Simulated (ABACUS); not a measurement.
Here is an ABACUS 3.10.1 calculation.

The input INPUT:

```
INPUT_PARAMETERS
suffix              Rb
calculation         scf
basis_type          pw
pseudo_dir          ./
latname             bcc
symmetry            1
dft_functional      MGGA_X_R2SCAN+MGGA_C_R2SCAN
ecutwfc             69
pseudo_rcut         10
nspin               1
nbands              15
ks_solver           dav
smearing_method     fd
smearing_sigma      0.00367493
scf_thr             1e-08
scf_nmax            100
mixing_type         broyden
mixing_beta         0.7
cal_force           1
cal_stress          1
mixing_tau          1
out_chg             1
kpar                4
```

Contents of STRU:

```
ATOMIC_SPECIES
Rb 85.4678 Rb_ONCV_PBE-1.2.upf

LATTICE_CONSTANT
10.5919149285

ATOMIC_POSITIONS
Direct

Rb
0.0
1
0.0000000000 0.0000000000 0.0000000000 1 1 1
```

KPT

```
K_POINTS
0
Gamma
4 4 4 0 0 0
```

Potentials or basis: SG15 ONCV 1.2 PBE, plane waves.

Run with:

```bash
$ OMP_NUM_THREADS=1 mpirun -np 4 abacus > log
```

Question: Estimate the pressure.

Answer: 0.3 GPa.

Question: What does it give for the band gap on the k mesh?

Answer: None (metal or under the smearing width).

Caveat: the k mesh is coarse (spacing up to 0.40 Å⁻¹), so the values aren't converged; the potentials were made for another functional, which shifts forces and pressure.
